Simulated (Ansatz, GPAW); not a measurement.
# One calculation of CuI, 3 ways

```
I Cu
1.0
     0.00000    3.03150    3.03150
     3.03150    0.00000    3.03150
     3.03150    3.03150    0.00000
I Cu
1 1
Direct
  0.00000 0.00000 0.00000
  0.75000 0.75000 0.75000
```

Alike in all runs: task single point; functional PBE; k mesh 8 × 8 × 8; occupations gaussian, width 0.017 eV; no spin polarisation; no spin-orbit coupling. Pressure is positive in compression and, in plane waves, holds the error of the finite cutoff, which Ansatz's Pulay term estimates and takes out.

```json
{"program and potentials": "Ansatz, Ansatz PAW", "plane-wave cutoff (eV)": "420", "notes": "18 valence electrons an atom on average; Pulay term of +0.04 GPa included", "band gap (eV)": "1.12", "pressure (GPa)": "0.31"}
{"program and potentials": "Ansatz, all-electron LAPW, scalar-relativistic", "plane-wave cutoff (eV)": "-", "notes": "-", "band gap (eV)": "1.12", "pressure (GPa)": "0.33"}
{"program and potentials": "GPAW, GPAW PAW data sets (gpaw-data 1.2.1)", "plane-wave cutoff (eV)": "600", "notes": "9 valence electrons an atom on average", "band gap (eV)": "1.14", "pressure (GPa)": "0.89"}
```

The band gap spans 1.12 (Ansatz, all-electron LAPW, scalar-relativistic) to 1.14 eV (GPAW, GPAW PAW data sets (gpaw-data 1.2.1)), with all-electron results at 1.12. The pressure spans 0.31 (Ansatz, Ansatz PAW) to 0.89 GPa (GPAW, GPAW PAW data sets (gpaw-data 1.2.1)), with all-electron results at 0.33. Spin-orbit coupling, left out here, moves the band edges of heavy atoms.

The functional is the same throughout but for its coding, so the spread measures potentials, basis and numerics; runs on potential files found faulty are left out.
